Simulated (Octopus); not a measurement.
AlN under changes of volume

One of the cells (10.417 Å³/atom); the others are scaled copies at fixed shape and fractional positions:

```
Al N
1.0
     0.00000    2.18399    2.18399
     2.18399    0.00000    2.18399
     2.18399    2.18399    0.00000
Al N
1 1
Direct
  0.00000 0.00000 0.00000
  0.25000 0.25000 0.25000
```

Measurements of this composition are mostly on another form, of space group No. 186.

```yaml
Program: Octopus 16.4
Functional: PBE
Potentials_or_basis: pseudodojo_pbe (PseudoDojo 0.5, PBE)
Grid_spacing: 0.129 Å
k_mesh: 10 × 10 × 10
Occupations: fermi-dirac, width 0.05 eV
Spin: no spin polarisation
```

| volume (Å³/atom) | energy over the lowest point (meV/atom) | gap on the mesh (eV) |
| --- | --- | --- |
| 9.792 | 47.71 | 3.35 |
| 10.001 | 26.68 | 3.34 |
| 10.209 | ? | ? |
| 10.417 | 2.18 | 3.32 |
| 10.626 | 0.00 | 3.31 |
| 10.834 | 2.11 | 3.30 |
| 11.042 | 8.74 | 3.29 |

Question: What does the run at 10.209 Å³/atom give?

Answer: Energy over the lowest point 12.47 meV/atom; gap on the mesh 3.33 eV.

Worked out: A Birch-Murnaghan fit of order 3 (a polynomial in V^(-2/3)) to the other rows has its minimum at 10.64 Å³/atom with B0 = V·E''(V) = 204 GPa and B' = 3.1. It gives 11.48 meV/atom at 10.209 Å³/atom, against the run's 12.47. A straight line through the other rows of the gap, of slope -0.499 eV per unit of ln V, gives 3.33 eV, against the run's 3.33.

Energies are extrapolated to zero smearing.

A mesh can miss the band edges.
